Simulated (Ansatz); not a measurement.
Theory: Ansatz 0.2.0, DFT PBE, scalar-relativistic, plane waves, PAW. Settings: cutoff 420 eV, Γ-centred meshes spaced at most about 0.3 Å⁻¹, and about 0.25 Å⁻¹ or finer for metals (2π included), Gaussian smearing. No spin polarisation in the final relaxations.

These are static total energies at zero pressure.

Two forms of In were relaxed alike.

A.

```yaml
crystal:
  lattice:
    - [7.80822, 0.00000, 0.00000]
    - [0.00000, 7.80822, 0.00000]
    - [0.00000, 0.00000, 3.09761]
  atoms:
    - { symbol: In, position: [0.13737, 0.36263, 0.00000] }
    - { symbol: In, position: [0.36263, 0.86263, 0.00000] }
    - { symbol: In, position: [0.86263, 0.63737, 0.00000] }
    - { symbol: In, position: [0.63737, 0.13737, 0.00000] }
    - { symbol: In, position: [0.00000, 0.00000, 0.00000] }
    - { symbol: In, position: [0.50000, 0.50000, 0.00000] }
```

B.

```yaml
crystal:
  lattice:
    - [9.75834, 0.00000, 0.00000]
    - [-4.87917, 8.45097, 0.00000]
    - [0.00000, 0.00000, 3.20282]
  atoms:
    - { symbol: In, position: [0.82456, 0.17544, 0.50000] }
    - { symbol: In, position: [0.82456, 0.64911, 0.50000] }
    - { symbol: In, position: [0.35089, 0.17544, 0.50000] }
    - { symbol: In, position: [0.17544, 0.82456, 0.50000] }
    - { symbol: In, position: [0.17544, 0.35089, 0.50000] }
    - { symbol: In, position: [0.64911, 0.82456, 0.50000] }
    - { symbol: In, position: [0.33333, 0.66667, 0.00000] }
    - { symbol: In, position: [0.66667, 0.33333, 0.00000] }
```

**Question.** Which would you expect to be lower, and how large is the difference?

**Answer.** B is lower, by 33 meV/atom. A has space group P4/mbm (No. 127), 31.5 Å³/atom and no gap on its mesh; B has space group P6/mmm (No. 191), 33.0 Å³/atom and no gap. Counting all near atoms (those within 1.25 times the shortest distance at each site; a slash parts the counts of unlike sites), A has In 5/6 and B has In 6/8. The lower one is the more open, so pressure narrows the difference. Both come from invented guesses. The part of the Crystallography Open Database at hand lists In in space group No. 139, which no cell shown has.

Cells relaxed within their symmetry can be saddle points.
